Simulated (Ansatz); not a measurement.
LaAlO₃:
```cif
data_AlLaO3
_chemical_formula_sum 'La1 Al1 O3'
_space_group_name_H-M_alt 'P 1'
_space_group_IT_number 1
_cell_length_a 3.77152
_cell_length_b 3.77152
_cell_length_c 3.77152
_cell_angle_alpha 90.000
_cell_angle_beta 90.000
_cell_angle_gamma 90.000
loop_
_space_group_symop_operation_xyz
  'x, y, z'
loop_
_atom_site_label
_atom_site_type_symbol
_atom_site_fract_x
_atom_site_fract_y
_atom_site_fract_z
_atom_site_occupancy
La1 La 0.50000 0.50000 0.50000 1
Al1 Al 0.00000 0.00000 0.00000 1
O1 O 0.00000 0.50000 0.00000 1
O2 O 0.50000 0.00000 0.00000 1
O3 O 0.00000 0.00000 0.50000 1
```

This is the PBEsol-relaxed structure.

**Question.** All from the program Ansatz at the PBEsol level (PAW), unless another level is named. Predict the electron effective mass with spin–orbit coupling, band 2 of 2 at the edge.

**Answer.** 0.45 along [100], 0.49 along [110], 0.52 along [111] (mₑ).

**Question.** Next, the formation energy from the elements (no fitted shifts)?

**Answer.** -3.35 eV/atom.

**Question.** Next, the band gap?

**Answer.** 3.45 eV (indirect).

**Question.** Predict the valence-band maximum.

**Answer.** at R.

**Question.** Predict the conduction-band minimum.

**Answer.** at Γ.

Space group Pm-3m (cubic perovskite). This is a known high-temperature phase of the composition, computed here at zero pressure and temperature. Symmetry was held in the PBEsol relaxation. At this level the phase is dynamically unstable (imaginary phonons). The references are the lowest solids computed at this level, not always the standard phases (solids in place of the gases). Scalar-relativistic: spin–orbit coupling is off unless named, which matters more the heavier the elements.

Potentials: the earlier of the program's two PAW sets. The files were generated under PBE; for other functionals the program regenerates the frozen cores, and for LDA and PBEsol the local potential too.
